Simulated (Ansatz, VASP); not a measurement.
**AlN in VASP and in Ansatz**

The input INCAR:

```
PREC = Accurate ; ENCUT = 520
EDIFF = 1E-6 ; ISMEAR = 0
SIGMA = 0.05 ; LREAL = F
LASPH = T ; NELM = 100
ALGO = Normal ; ISIF = 2
LWAVE = F ; LCHARG = F
GGA = PE ; NBANDS = 26
```

File KPOINTS:

```
regular mesh
0
Gamma
  8 6 4
```

File POSCAR:

```
AlN
1.0
   -3.1302395625      0.0000000000      0.0000000000
    0.0000000000      0.0000000000     -5.0179796543
    0.0000000000     -5.4217339621      0.0000000000
Al N
4 4
Direct
    0.5718794825      0.9982712825      0.1666666667
   -0.0718794825      0.9982712825      0.6666666667
    0.0718794825      0.4982712825      0.3333333333
    0.4281205175      0.4982712825      0.8333333333
    0.5649176034      0.6167287175      0.1666666667
   -0.0649176034      0.6167287175      0.6666666667
    0.0649176034      0.1167287175      0.3333333333
    0.4350823966      0.1167287175      0.8333333333
```

Input for Ansatz:

```yaml
crystal:
  lattice:
    - [-3.1302395625, 0.0, 0.0]
    - [0.0, 0.0, -5.0179796543]
    - [0.0, -5.4217339621, 0.0]
  atoms:
    - { symbol: Al, position: [0.5718794825, 0.9982712825, 0.1666666667] }
    - { symbol: Al, position: [-0.0718794825, 0.9982712825, 0.6666666667] }
    - { symbol: Al, position: [0.0718794825, 0.4982712825, 0.3333333333] }
    - { symbol: Al, position: [0.4281205175, 0.4982712825, 0.8333333333] }
    - { symbol: "N", position: [0.5649176034, 0.6167287175, 0.1666666667] }
    - { symbol: "N", position: [-0.0649176034, 0.6167287175, 0.6666666667] }
    - { symbol: "N", position: [0.0649176034, 0.1167287175, 0.3333333333] }
    - { symbol: "N", position: [0.4350823966, 0.1167287175, 0.8333333333] }
basis:
  ecutwfc: 420
kpoints:
  mp_grid: { grid: [8, 6, 4] }
hamiltonian:
  xc: pbe
scf:
  occupations: { method: gaussian, width: 0.05 }
output:
  forces: true
  stress: true
  eigenvalues: true
```

Change from the starting cell: mode 4 (223.6 1/cm) frozen in, largest displacement +0.225 Å.

Alike in both runs: task single point; functional PBE; k mesh 8 × 6 × 4; occupations gaussian, width 0.05 eV; no spin polarisation.

```csv
,VASP,Ansatz
version,VASP 6.6.1,Ansatz 0.2.0
potentials or method,"VASP PAW PBE potentials, release 64 (Al, N)","scalar-relativistic, plane waves, PAW"
plane-wave cutoff (eV),520,420
valence electrons in the cell,32,32
```

|  | VASP | Ansatz | Ansatz less VASP |
| --- | --- | --- | --- |
| gap on the k mesh at the Fermi level (eV) | 3.74 | 3.73 | -0.007 |
| least direct gap on the mesh (eV) | 3.74 | 3.73 | -0.007 |
| pressure (GPa) | -1.7 | -1.5 | +0.26 |
| largest component of the traceless stress (GPa) | 2.87 | 2.89 | +0.025 |
| rms of the force components (eV/Å) | 0.537 | 0.535 | -0.0022 |

Atom by atom the forces differ by 0.003 eV/Å (rms over components). The functional is the same, so the differences come from potentials, cutoffs and numerics.

Caveats: forces of over 1 eV/Å show positions far from the minimum, so gaps and moduli don't describe the material at rest.
